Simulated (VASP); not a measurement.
# SnS (Pnma) in VASP: further runs

The runs below take SnS through band structure, with PBE, PBE0, PBE-EpsX.

All numbers are computed with VASP 6.6.1; they aren't measurements. Logs are shortened: lines on timing, memory, paths and dates and some standing lists are left out, and cuts for length are marked.

**What was measured.**

“Linear dichroism of the optical properties of SnS and SnSe van der Waals crystals”, 2024, arxiv:2409.17412 reports, for a bulk crystal of SnS: band gap 1.16 eV (indirect) at 20 K; band gap 1.09 eV (indirect) at 300 K.

The results are compared with them further down.

### Step 1. The structure

It takes space group Pnma (No. 62, orthorhombic). Conventional cell: a = 11.102 Å, b = 3.986 Å, c = 4.230 Å, α = 90.00°, β = 90.00°, γ = 90.00°. Around Sn (site symmetry m) lie 3 S at 2.63 to 2.68 Å. S (site symmetry m) has 3 Sn at 2.63 to 2.68 Å as nearest neighbours.

### Step 2. Band structure, PBE

Contents of INCAR:

```
SYSTEM = SnS
ALGO     = Normal         ! electronic algorithm
EDIFF    = 1E-7           ! SCF threshold, eV
ENCUT    = 520            ! plane-wave cutoff, eV
GGA      = PE             ! functional
ISIF     = 2              ! what is computed and relaxed
ISMEAR   = 0              ! smearing method
KPAR     = 4            
LASPH    = .True.         ! aspherical terms in the spheres
LCHARG   = .False.        ! write CHGCAR
LREAL    = .False.        ! projectors in reciprocal space
LWAVE    = .False.        ! write WAVECAR
NELM     = 80             ! most SCF steps
PREC     = Accurate       ! precision mode
SIGMA    = 0.03           ! smearing width, eV
```

Contents of KPOINTS:

```
k-points
0
Gamma
  2 4 4
  0 0 0
```

Contents of POSCAR:

```
SnS                                     
1.0
   11.1022363227      0.0000000000      0.0000000000
    0.0000000000      3.9856081180     -0.0000000000
    0.0000000000     -0.0000000000      4.2298593717
  Sn              S             
     4     4
Direct
     0.1185163016469163    0.2500000000000000    0.1099912146110713
     0.3814836983530838    0.7500000000000000    0.6099912146110713
     0.6185163016469164    0.2500000000000000    0.3900087853889287
     0.8814836983530836    0.7500000000000000    0.8900087853889287
     0.8532534778391950    0.2500000000000000    0.4743740039375980
     0.6467465221608050    0.7500000000000000    0.9743740039375977
     0.3532534778391949    0.2500000000000000    0.0256259960624021
     0.1467465221608050    0.7500000000000000    0.5256259960624023
```

Contents of KPOINTS_OPT:

```
explicit points
8
Reciprocal
 0.0000000000  0.0000000000  0.0000000000 1
 0.5000000000  0.5000000000  0.5000000000 1
 0.0000000000  0.5000000000  0.5000000000 1
 0.5000000000  0.0000000000  0.5000000000 1
 0.5000000000  0.5000000000  0.0000000000 1
 0.0000000000  0.5000000000  0.0000000000 1
 0.0000000000  0.0000000000  0.5000000000 1
 0.5000000000  0.0000000000  0.0000000000 1
```

Potentials or basis: VASP PAW PBE potentials, release 64 (Sn_d, S).

Command:

```bash
cat potpaw_PBE.64/Sn_d/POTCAR potpaw_PBE.64/S/POTCAR > POTCAR
mpirun -np 4 vasp_std > vasp.out
```

OUTCAR:

```text
SYSTEM = SnS
   EDIFF = 1E-7
   ENCUT = 520
   GGA = PE
   ISIF = 2
   ISMEAR = 0
   LASPH = .True.
   LREAL = .False.
   NELM = 80
   PREC = Accurate

 ion  position               nearest neighbor table
   1  0.119  0.250  0.110-   7 2.63   8 2.68   8 2.68   8 3.19   8 3.19   4 3.43   4 3.43
   2  0.381  0.750  0.610-   8 2.63   7 2.68   7 2.68   7 3.19   7 3.19   3 3.43   3 3.43
   3  0.619  0.250  0.390-   5 2.63   6 2.68   6 2.68   6 3.19   6 3.19   2 3.43   2 3.43
   4  0.881  0.750  0.890-   6 2.63   5 2.68   5 2.68   5 3.19   5 3.19   1 3.43   1 3.43
   5  0.853  0.250  0.474-   3 2.63   4 2.68   4 2.68   4 3.19   4 3.19
   6  0.647  0.750  0.974-   4 2.63   3 2.68   3 2.68   3 3.19   3 3.19
   7  0.353  0.250  0.026-   1 2.63   2 2.68   2 2.68   2 3.19   2 3.19
   8  0.147  0.750  0.526-   2 2.63   1 2.68   1 2.68   1 3.19   1 3.19

  LATTYP: Found a simple orthorhombic cell.
 ALAT       =     3.9856081180
 B/A-ratio  =     1.0612833090
 C/A-ratio  =     2.7855815208

  Lattice vectors:

 A1 = (   0.0000000000,   3.9856081180,   0.0000000000)
 A2 = (   0.0000000000,   0.0000000000,   4.2298593717)
 A3 = (  11.1022363227,   0.0000000000,   0.0000000000)

Analysis of symmetry for initial positions (statically):
=====================================================================
 Subroutine PRICEL returns:
 Original cell was already a primitive cell.

 Routine SETGRP: Setting up the symmetry group for a
 simple orthorhombic supercell.

 Subroutine GETGRP returns: Found  8 space group operations
 (whereof  2 operations were pure point group operations)
 out of a pool of  8 trial point group operations.

The static configuration has the point symmetry S_2 .
 The point group associated with its full space group is D_2h.

Analysis of symmetry for dynamics (positions and initial velocities):
=====================================================================
 Subroutine PRICEL returns:
 Original cell was already a primitive cell.

 Routine SETGRP: Setting up the symmetry group for a
 simple orthorhombic supercell.

 Subroutine GETGRP returns: Found  8 space group operations
 (whereof  2 operations were pure point group operations)
 out of a pool of  8 trial point group operations.

The dynamic configuration has the point symmetry S_2 .
 The point group associated with its full space group is D_2h.

 Subroutine INISYM returns: Found  8 space group operations
 (whereof  2 operations are pure point group operations),
 and found     1 'primitive' translations

[... 108 lines left out ...]
   TEBEG  =    0.0;   TEEND  =   0.0 temperature during run
   PSTRESS=    0.0 pullay stress
   NELECT =      80.0000    total number of electrons
   NUPDOWN=      -1.0000    fix difference up-down
   EMIN   =  10.00;   EMAX   =-10.00  energy-range for DOS
   EFERMI =   0.00;   METHOD = LEGACY
   ISMEAR =     0;   SIGMA  =   0.03  broadening in eV -4-tet -1-fermi 0-gaus
   EFERMI_NEDOS =   21; number of points for ismear=-14 and -15
   IALGO  =     38    algorithm
   IMIX   =      4    mixing-type and parameters
     AMIX     =   0.40;   BMIX     =  1.00
     AMIX_MAG =   1.60;   BMIX_MAG =  1.00
  volume/ion in A,a.u.               =      23.40       157.88
  Fermi-wavevector in a.u.,A,eV,Ry     =   1.233184  2.330380 20.690957  1.520742
  Thomas-Fermi vector in A             =   2.367924
   LORBIT       =      0    0 simple, 1 ext, 2 COOP (PROOUT), +10 PAW based schemes
   GGA     = PE    functional components
   LHFCALC =     F    Hartree Fock is set to
   AEXX    =    0.0000 exact exchange contribution
   IVDW    =     0    specifies the selected vdW correction
   LEPSILON=     F    determine dielectric tensor
   LRPA    =     F    only Hartree local field effects (RPA)
 non-spin polarized calculation
 Gauss-broadening in eV      SIGMA  =   0.03
  energy-cutoff  :      520.00
  volume of cell :      187.17
 maximum number of plane-waves:      5084
 NGX is ok and might be reduce to    84
   NGX = 41   NGY = 15   NGZ = 15

 number of electron      80.0000029 magnetization

 Free energy of the ion-electron system (eV)
  ---------------------------------------------------
  ext. energy  EPLUGINS =         0.00000000
  ---------------------------------------------------
  free energy    TOTEN  =       -35.32790953 eV

  energy without entropy =      -35.32790953  energy(sigma->0) =      -35.32790953

 E-fermi :   6.8041     XC(G=0): -10.0239

 val. band max:        6.6408388802   @ k =   0.5000   0.0000   0.5000
 cond. band min:       7.4129042292   @ k =   0.0000   0.0000   0.0000
 fundamental gap:      0.7720653489
 Fermi energy:         6.8040776607

 k-point     1 :       0.0000    0.0000    0.0000
  band No.  band energies     occupation
      1     -14.7122      2.00000
      2     -14.6910      2.00000
      3     -14.6888      2.00000
      4     -14.6816      2.00000
      5     -14.6754      2.00000
      6     -14.6715      2.00000
[... 907 lines left out ...]
     47      11.3406      0.00000
     48      11.3406      0.00000

------------------------ aborting loop because EDIFF is reached ----------------------------------------

  FORCE on cell =-STRESS in cart. coord.  units (eV):
  Direction    XX          YY          ZZ          XY          YZ          ZX
  --------------------------------------------------------------------------------------
  -------------------------------------------------------------------------------------
  Total        4.1791460      3.8134856      3.4021045      0.0000000     -0.0000000      0.0000000
  in kB       35.7739695     32.6438750     29.1224049      0.0000000     -0.0000000      0.0000000
  external PRESSURE =      32.5134165 kB  Pullay stress =       0.0000000 kB

 VOLUME and BASIS-vectors are now :
 -----------------------------------------------------------------------------
  energy-cutoff  :      520.00
  volume of cell :      187.17
      direct lattice vectors                 reciprocal lattice vectors
    11.102236323  0.000000000  0.000000000     0.090071943  0.000000000  0.000000000
     0.000000000  3.985608118  0.000000000     0.000000000  0.250902741  0.000000000
     0.000000000  0.000000000  4.229859372     0.000000000  0.000000000  0.236414479

 POSITION                                       TOTAL-FORCE (eV/Angst)
 -----------------------------------------------------------------------------------
      1.31580      0.99640      0.46525        -0.013463      0.000000     -0.022709
      4.23532      2.98921      2.58018         0.013463      0.000000     -0.022709
      6.86691      0.99640      1.64968        -0.013463     -0.000000      0.022709
      9.78644      2.98921      3.76461         0.013463      0.000000      0.022709
      9.47302      0.99640      2.00654         0.044310     -0.000000     -0.012596
      7.18033      2.98921      4.12147        -0.044310     -0.000000     -0.012596
      3.92190      0.99640      0.10839         0.044310     -0.000000      0.012596
      1.62921      2.98921      2.22332        -0.044310     -0.000000      0.012596
 -----------------------------------------------------------------------------------
    total drift:                                0.000000     -0.000000     -0.000000

  FREE ENERGIE OF THE ION-ELECTRON SYSTEM (eV)
  ---------------------------------------------------
  free  energy   TOTEN  =       -35.3279095343 eV

  energy  without entropy=      -35.3279095343  energy(sigma->0) =      -35.32790953
```

OSZICAR:

```text
N       E                     dE             d eps       ncg     rms          rms(c)
DAV:   1     0.910628630561E+03    0.91063E+03   -0.37446E+04  1864   0.226E+03
DAV:   2     0.124346354549E+03   -0.78628E+03   -0.76330E+03  1728   0.649E+02
[... 14 lines left out ...]
       N       E                     dE             ncg
DAV:   1     0.483643625552E+04   -0.10575E+05      840
DAV:   2    -0.142946522603E+04   -0.62659E+04      768
DAV:   3    -0.259799673028E+04   -0.11685E+04      912
DAV:   4    -0.268271907734E+04   -0.84722E+02      936
DAV:   5    -0.268553168946E+04   -0.28126E+01      920
DAV:   6    -0.268565298490E+04   -0.12130E+00     1048
DAV:   7    -0.268565853925E+04   -0.55543E-02     1064
DAV:   8    -0.268565859033E+04   -0.51087E-04     1104
DAV:   9    -0.268565859197E+04   -0.16347E-05      992
DAV:  10    -0.268565859199E+04   -0.25695E-07      576
```

It took 54 s on 4 MPI ranks of Intel Xeon Platinum 8488C (Sapphire Rapids), shared host; peak memory 0.37 GiB.

Results:

- Free energy: -35.3279 eV
- Pressure: 3.3 GPa
- Largest force: 0.046 eV/Å
- Band gap on the k mesh: 0.77 eV, indirect (least direct gap 1.31 eV)
- Band gap along the path: 0.77 eV, indirect (least direct gap 1.35 eV)

Forces on the atoms (eV/Å):
```
Sn  -0.013  0.000 -0.023
Sn   0.013  0.000 -0.023
Sn  -0.013  0.000  0.023
Sn   0.013  0.000  0.023
S    0.044  0.000 -0.013
S   -0.044  0.000 -0.013
S    0.044  0.000  0.013
S   -0.044  0.000  0.013
```

Stress tensor (GPa, compression positive):
```
3.58 0.00 0.00
0.00 3.26 0.00
0.00 0.00 2.91
```

Levels at points of the mesh, in eV from the valence-band top:
```tsv
k point	band 37	band 38	band 39	band 40	band 41	band 42	band 43	band 44
(0.00, 0.00, 0.00)	-2.02	-1.31	-0.83	-0.69	0.77	3.05	3.09	3.16
(0.50, 0.00, 0.00)	-2.26	-2.26	-0.72	-0.72	2.67	2.67	2.83	2.83
(0.00, 0.50, 0.00)	-1.04	-1.04	-0.78	-0.78	1.15	1.15	1.74	1.74
(0.50, 0.50, 0.00)	-1.00	-1.00	-1.00	-1.00	1.61	1.61	1.61	1.61
(0.00, 0.00, 0.50)	-0.94	-0.94	-0.08	-0.08	1.46	1.46	1.89	1.89
(0.50, 0.00, 0.50)	-0.73	-0.73	0.00	0.00	1.35	1.35	1.86	1.86
(0.00, 0.50, 0.50)	-2.57	-2.57	-1.61	-1.61	2.76	2.76	3.02	3.02
(0.50, 0.50, 0.50)	-1.79	-1.79	-1.79	-1.79	2.59	2.59	2.59	2.59
```

Caveat: spin-orbit coupling is left out, which moves the levels of the heavy elements.

### Step 3. Band structure, PBE0

POSCAR is that of step 2.

Contents of INCAR.step1:

```
SYSTEM = SnS
ALGO     = Normal         ! electronic algorithm
EDIFF    = 1E-5           ! SCF threshold, eV
ENCUT    = 520            ! plane-wave cutoff, eV
GGA      = PE             ! functional
ISIF     = 2              ! what is computed and relaxed
ISMEAR   = 0              ! smearing method
KPAR     = 4            
LASPH    = .True.         ! aspherical terms in the spheres
LCHARG   = .False.        ! write CHGCAR
LREAL    = .False.        ! projectors in reciprocal space
LWAVE    = .True.         ! write WAVECAR
NELM     = 80             ! most SCF steps
PREC     = Accurate       ! precision mode
SIGMA    = 0.03           ! smearing width, eV
```

Contents of INCAR.step2:

```
SYSTEM = SnS
AEXX     = 0.25           ! exact-exchange fraction
ALGO     = Normal         ! electronic algorithm
EDIFF    = 1E-7           ! SCF threshold, eV
ENCUT    = 520            ! plane-wave cutoff, eV
GGA      = PE             ! functional
HFRCUT   = -1           
ISIF     = 2              ! what is computed and relaxed
ISMEAR   = 0              ! smearing method
ISTART   = 1            
KPAR     = 4            
LASPH    = .True.         ! aspherical terms in the spheres
LCHARG   = .False.        ! write CHGCAR
LHFCALC  = .True.         ! exact exchange
LREAL    = .False.        ! projectors in reciprocal space
LWAVE    = .False.        ! write WAVECAR
NELM     = 80             ! most SCF steps
PREC     = Accurate       ! precision mode
PRECFOCK = Fast         
SIGMA    = 0.03           ! smearing width, eV
```

KPOINTS is that of step 2.

KPOINTS_OPT is that of step 2.

Potentials or basis: VASP PAW PBE potentials, release 64 (Sn_d, S).

Command:

```bash
cat potpaw_PBE.64/Sn_d/POTCAR potpaw_PBE.64/S/POTCAR > POTCAR
cp INCAR.step1 INCAR
mpirun -np 4 vasp_std > vasp.out
cp INCAR.step2 INCAR
mpirun -np 4 vasp_std > vasp.out
```

OUTCAR:

```text
SYSTEM = SnS
   AEXX = 0.25
   EDIFF = 1E-7
   ENCUT = 520
   GGA = PE
   ISIF = 2
   ISMEAR = 0
   ISTART = 1
   LASPH = .True.
   LHFCALC = .True.
   LREAL = .False.
   NELM = 80
   PREC = Accurate
   PRECFOCK = Fast

 ion  position               nearest neighbor table
   1  0.119  0.250  0.110-   7 2.63   8 2.68   8 2.68   8 3.19   8 3.19   4 3.43   4 3.43
   2  0.381  0.750  0.610-   8 2.63   7 2.68   7 2.68   7 3.19   7 3.19   3 3.43   3 3.43
   3  0.619  0.250  0.390-   5 2.63   6 2.68   6 2.68   6 3.19   6 3.19   2 3.43   2 3.43
   4  0.881  0.750  0.890-   6 2.63   5 2.68   5 2.68   5 3.19   5 3.19   1 3.43   1 3.43
   5  0.853  0.250  0.474-   3 2.63   4 2.68   4 2.68   4 3.19   4 3.19
   6  0.647  0.750  0.974-   4 2.63   3 2.68   3 2.68   3 3.19   3 3.19
   7  0.353  0.250  0.026-   1 2.63   2 2.68   2 2.68   2 3.19   2 3.19
   8  0.147  0.750  0.526-   2 2.63   1 2.68   1 2.68   1 3.19   1 3.19

  LATTYP: Found a simple orthorhombic cell.
 ALAT       =     3.9856081180
 B/A-ratio  =     1.0612833090
 C/A-ratio  =     2.7855815208

  Lattice vectors:

 A1 = (   0.0000000000,   3.9856081180,   0.0000000000)
 A2 = (   0.0000000000,   0.0000000000,   4.2298593717)
[... 201 lines left out ...]
  band No.  band energies     occupation
      1     -17.5814      2.00000
      2     -17.5552      2.00000
      3     -17.5540      2.00000
      4     -17.5441      2.00000
      5     -17.5432      2.00000
      6     -17.5379      2.00000
[... 907 lines left out ...]
     47      12.2162      0.00000
     48      12.2162      0.00000

------------------------ aborting loop because EDIFF is reached ----------------------------------------

  FORCE on cell =-STRESS in cart. coord.  units (eV):
  Direction    XX          YY          ZZ          XY          YZ          ZX
  --------------------------------------------------------------------------------------
  -------------------------------------------------------------------------------------
  Total        1.7753316      1.3041887      1.5448478      0.0000000      0.0000000      0.0000000
  in kB       15.1970427     11.1640049     13.2240743      0.0000000      0.0000000      0.0000000
  external PRESSURE =      13.1950406 kB  Pullay stress =       0.0000000 kB

 VOLUME and BASIS-vectors are now :
 -----------------------------------------------------------------------------
  energy-cutoff  :      520.00
  volume of cell :      187.17
      direct lattice vectors                 reciprocal lattice vectors
    11.102236323  0.000000000  0.000000000     0.090071943  0.000000000  0.000000000
     0.000000000  3.985608118  0.000000000     0.000000000  0.250902741  0.000000000
     0.000000000  0.000000000  4.229859372     0.000000000  0.000000000  0.236414479

 POSITION                                       TOTAL-FORCE (eV/Angst)
 -----------------------------------------------------------------------------------
      1.31580      0.99640      0.46525         0.183406      0.000000      0.137594
      4.23532      2.98921      2.58018        -0.183406      0.000000      0.137594
      6.86691      0.99640      1.64968         0.183406      0.000000     -0.137594
      9.78644      2.98921      3.76461        -0.183406      0.000000     -0.137594
      9.47302      0.99640      2.00654        -0.136594      0.000000      0.159695
      7.18033      2.98921      4.12147         0.136594      0.000000      0.159695
      3.92190      0.99640      0.10839        -0.136594      0.000000     -0.159695
      1.62921      2.98921      2.22332         0.136594     -0.000000     -0.159695
 -----------------------------------------------------------------------------------
    total drift:                                0.000000     -0.000003      0.000000

  FREE ENERGIE OF THE ION-ELECTRON SYSTEM (eV)
  ---------------------------------------------------
  free  energy   TOTEN  =       -46.3658735203 eV

  energy  without entropy=      -46.3658735203  energy(sigma->0) =      -46.36587352
```

OUTCAR.step1:

```text
SYSTEM = SnS
   EDIFF = 1E-5
   ENCUT = 520
   GGA = PE
   ISIF = 2
   ISMEAR = 0
[... 1159 lines left out ...]
      9.47302      0.99640      2.00654         0.044287     -0.000000     -0.012523
      7.18033      2.98921      4.12147        -0.044287     -0.000000     -0.012523
      3.92190      0.99640      0.10839         0.044287      0.000000      0.012523
      1.62921      2.98921      2.22332        -0.044287     -0.000000      0.012523
 -----------------------------------------------------------------------------------
    total drift:                                0.000000     -0.000000     -0.000000

  FREE ENERGIE OF THE ION-ELECTRON SYSTEM (eV)
  ---------------------------------------------------
  free  energy   TOTEN  =       -35.3279069201 eV

  energy  without entropy=      -35.3279069201  energy(sigma->0) =      -35.32790692
```

OSZICAR.step1:

```text
N       E                     dE             d eps       ncg     rms          rms(c)
DAV:   1     0.910628630561E+03    0.91063E+03   -0.37446E+04  1864   0.226E+03
DAV:   2     0.124346354549E+03   -0.78628E+03   -0.76330E+03  1728   0.649E+02
DAV:   3    -0.260494787042E+02   -0.15040E+03   -0.14425E+03  2072   0.217E+02
DAV:   4    -0.361695964651E+02   -0.10120E+02   -0.99355E+01  2040   0.566E+01
DAV:   5    -0.365833123859E+02   -0.41372E+00   -0.41275E+00  2168   0.120E+01    0.123E+01
DAV:   6    -0.353265987324E+02    0.12567E+01   -0.28987E+00  2392   0.816E+00    0.818E+00
DAV:   7    -0.353399796477E+02   -0.13381E-01   -0.10090E+00  2296   0.359E+00    0.262E+00
DAV:   8    -0.353272892542E+02    0.12690E-01   -0.12412E-01  2304   0.212E+00    0.487E-01
DAV:   9    -0.353276535649E+02   -0.36431E-03   -0.13913E-02  2160   0.702E-01    0.135E-01
DAV:  10    -0.353278249302E+02   -0.17137E-03   -0.10994E-03  2216   0.160E-01    0.945E-02
DAV:  11    -0.353279139509E+02   -0.89021E-04   -0.30394E-04  2344   0.988E-02    0.256E-02
DAV:  12    -0.353279069201E+02    0.70308E-05   -0.61028E-05  1832   0.410E-02
   1 F= -.35327907E+02 E0= -.35327907E+02  d E =-.564221E-16
```

It took 1.6 h on 4 MPI ranks of Intel Xeon Platinum 8488C (Sapphire Rapids), shared host; peak memory 0.64 GiB.

Results:

| Quantity | Value |
| --- | --- |
| Free energy | -46.3659 eV |
| Pressure | 1.3 GPa |
| Largest force | 0.229 eV/Å |
| Band gap on the k mesh | 1.74 eV, indirect (least direct gap 2.32 eV) |
| Band gap along the path | 1.74 eV, indirect (least direct gap 2.32 eV) |

Forces in eV/Å, atoms in the order of the input:
```
Sn   0.183  0.000  0.138
Sn  -0.183  0.000  0.138
Sn   0.183  0.000 -0.138
Sn  -0.183  0.000 -0.138
S   -0.137  0.000  0.160
S    0.137  0.000  0.160
S   -0.137  0.000 -0.160
S    0.137  0.000 -0.160
```

Caveat: the PAW data sets were made with another functional, which shifts forces and pressure a little; spin-orbit coupling is left out, which moves the levels of the heavy elements.

[end of part 1 of 2]
